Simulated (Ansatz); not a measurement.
# AgCl: the cost of one run

Computed with Ansatz 0.2.0 (DFT PBE, scalar-relativistic, plane waves, PAW, unless a step's input says otherwise).

## Step 1: Starting point

It takes space group Fm-3m (No. 225, cubic). Conventional cell: a = 5.546 Å, b = 5.546 Å, c = 5.546 Å, α = 90.00°, β = 90.00°, γ = 90.00°. Ag (site symmetry m-3m) has 6 Cl at 2.77 Å in its first shell of neighbours. Cl (site symmetry m-3m) is surrounded by 6 Ag at 2.77 Å.

Structure file:

```
Ag Cl
1.0
     0.00000    2.77315    2.77315
     2.77315    0.00000    2.77315
     2.77315    2.77315    0.00000
Ag Cl
1 1
Direct
  0.50000 0.50000 0.50000
  0.00000 0.00000 0.00000
```

The cell is taken as given, not relaxed at this level.

## Step 2: Zero of energy

The reference gives a free energy of -8670.8912 eV, pressure 1.61 GPa, largest force 0.000 eV/Å and gap on the mesh 0.91 eV. It was computed beforehand with the settings of the runs below.

## Step 3: The scan: a two-dimensional strain map

The cell is strained by p along both x and y and by q along z, with fractional coordinates fixed.

## Step 4: At p = -0.030, q = -0.030

File input.yaml:

```yaml
crystal:
  lattice:
    - [0.0, 2.6899555, 2.6899555]
    - [2.6899555, 0.0, 2.6899555]
    - [2.6899555, 2.6899555, 0.0]
  atoms:
    - { symbol: Ag, position: [0.5, 0.5, 0.5] }
    - { symbol: Cl, position: [0.0, 0.0, 0.0] }
basis:
  ecutwfc: 420
kpoints:
  mp_grid: { grid: [8, 8, 8] }
hamiltonian:
  xc: pbe
scf:
  occupations: { method: gaussian, width: 0.05 }
output:
  forces: true
  stress: true
  eigenvalues: true
```

The run is started by

```sh
$ ansatz run input.yaml --threads 1 --pin off --max-ram 2560MiB --backend cpu --events-out ev --progress --plain --runs-dir out
```

What time and memory should one allow on 1 thread of Arm Neoverse V2, shared host?

About 1.1 s, with a peak of 0.28 GiB.
